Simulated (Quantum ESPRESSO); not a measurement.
## SiMo3 under changes of volume

One of the cells (14.607 Å³/atom); the others are scaled copies at fixed shape and fractional positions:

```
Mo Si
1.0
     4.88900    0.00000    0.00000
     0.00000    4.88900    0.00000
     0.00000    0.00000    4.88900
Mo Si
6 2
Direct
  0.00000 0.50000 0.25000
  0.00000 0.50000 0.75000
  0.50000 0.25000 0.00000
  0.75000 0.00000 0.50000
  0.50000 0.75000 0.00000
  0.25000 0.00000 0.50000
  0.50000 0.50000 0.50000
  0.00000 0.00000 0.00000
```

| Property | Result |
| --- | --- |
| Program | Quantum ESPRESSO 7.5 |
| Functional | LDA |
| Potentials or basis | GBRV 1.5 LDA |
| Cutoff | 612 eV |
| Density cutoff | 4898 eV |
| k mesh | 6 × 6 × 6 |
| Occupations | fermi-dirac, width 0.05 eV |
| Spin | no spin polarisation |

```csv
volume (Å³/atom),energy over the lowest point (meV/atom),pressure (GPa)
13.731,8.80,7.7
14.023,0.00,1.4
14.315,2.11,-4.2
14.607,13.90,-9.2
14.899,?,?
15.192,62.76,-17.8
15.484,97.99,-21.4
```

Problem. What does the run at 14.899 Å³/atom give?

Solution. Energy over the lowest point 34.44 meV/atom; pressure -13.8 GPa.

Worked out: A Birch-Murnaghan fit of order 3 (a polynomial in V^(-2/3)) to the other rows has its minimum at 14.11 Å³/atom with B0 = V·E''(V) = 279 GPa and B' = 4.4. It gives 34.39 meV/atom at 14.899 Å³/atom, against the run's 34.44, and -dE/dV = -13.5 GPa, against -13.8.

Energies are extrapolated to zero smearing.
